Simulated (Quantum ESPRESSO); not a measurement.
The system is WS2.

```
W S
1.0
     1.57900    0.91164    6.16333
    -1.57900    0.91164    6.16333
     0.00000   -1.82327    6.16333
W S
1 2
Cartesian
  0.0000 0.0000 0.0000
  0.0000 0.0000 10.7427
  0.0000 0.0000 13.8730
```

Measurements of this composition are mostly on another form, of space group No. 194.

Program: Quantum ESPRESSO 7.5. Alike in all runs: no spin polarisation; cell as given; k mesh 10 × 10 × 10; cutoff (eV) 762; smearing fermi-dirac 0.05 eV.

Question: Order these runs on this cell by their pressure, lowest first.
A. level LDA; potentials or basis GBRV 1.5 LDA; mixing beta 0.5; form of the LDA correlation PZ81
B. level PBEsol+U; potentials or basis GBRV 1.5 PBEsol; U W d U = 4 eV; hubbard projectors ortho-atomic; mixing beta 0.3
C. level PBEsol+U; potentials or basis GBRV 1.5 PBEsol; U W d U = 8 eV; hubbard projectors ortho-atomic; mixing beta 0.3

Answer: A (-3.3 GPa), B (0.0 GPa), C (1.5 GPa).

Not every run made on this cell is shown here.
